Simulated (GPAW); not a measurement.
Runs of GPAW 26.7.0 on C. The structure is tetragonal, space group P4/mmm (No. 123). The conventional cell has a = 4.255 Å, b = 4.255 Å, c = 1.282 Å, α = 90.00°, β = 90.00°, γ = 90.00°. C (site symmetry 4/mmm) has 2 C at 1.28 Å as nearest neighbours. The cell was built by a generator and needn't be a form met in nature.

```csv
task,level,potentials or basis,cell,optimizer,fmax,max steps,convergence,k mesh for the Wannier functions,gap on the mesh (eV),pressure (GPa),relaxed volume (Å³/atom)
relaxation of cell and atoms,PBE,"GPAW PAW data sets (gpaw-data 1.2.1), pw",relaxed,BFGS,0.02 eV/Å,60,density=1e-05 forces=0.0001,-,none,0.1,15.01
single point,PBE,"GPAW PAW data sets (gpaw-data 1.2.1), pw",as given,-,-,-,-,-,none,0.1,-
wannier90,WC,"PAW data sets generated in the run's folder for this functional, pw",as given,-,-,-,-,5 × 5 × 5,none,-0.6,-
relaxation of cell and atoms,PBE+D3M(BJ),"GPAW PAW data sets (gpaw-data 1.2.1), pw",relaxed,BFGS,0.02 eV/Å,60,density=1e-05 forces=0.0001,-,none,0.0,(a)
relaxation of cell and atoms,PBE+D3,"GPAW PAW data sets (gpaw-data 1.2.1), pw",relaxed,BFGS,0.02 eV/Å,60,density=1e-05 forces=0.0001,-,none,-0.1,14.05
```

Alike in all rows: no spin polarisation; k mesh 6 × 6 × 20; cutoff (eV) 800; smearing fermi-dirac 0.05 eV.

Question: Estimate the missing entries.

Answer: (a) 13.22.

Caveats: later steps reuse the first step's grids (some runs); the volume moved by over 15 % at a fixed basis, so the end points are rough (some runs); pairwise dispersion overbinds metals, which lowers pressure and volume (some runs); in doubt: disentanglement not converged (some runs); the Wannier interpolation is poor (some runs).

A k mesh can miss the band edges.

A gap of «none» marks a metal or a gap under the smearing width.

Not every run made on this cell is shown here.
